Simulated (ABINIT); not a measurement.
Crystal: W.

```xyz
1
Lattice="0.0000 2.0300 2.0300 2.0300 0.0000 2.0300 2.0300 2.0300 0.0000" Properties=species:S:1:pos:R:3 pbc="T T T"
W     0.0000    0.0000    0.0000
```

This isn't the form of W at room conditions, which is bcc.

Base run:

| Item | Value |
| --- | --- |
| Program | ABINIT 10.8.3 (patched build) |
| Functional | r2SCAN |
| Potentials or basis | JTH PAW PBE v2.0 |
| Cutoff | 517 eV |
| k mesh | 11 × 11 × 11 |
| Occupations | fermi-dirac, width 0.05 eV |
| Spin | no spin polarisation |

Its results: band gap on the k mesh none (metal or under the smearing width); pressure -8.8 GPa.

Q: After a change of settings the same cell gave: band gap on the k mesh none (metal or under the smearing width); pressure 5.0 GPa. Which change was it?
A. functional from r2SCAN to PBEsol
B. functional from r2SCAN to SCAN
C. functional from r2SCAN to LDA
D. functional from r2SCAN to BLYP

A: D.

Caveats: the PAW data sets were made with another functional, which shifts forces and pressure a little; spin-orbit coupling is left out, which moves the levels of the heavy elements.
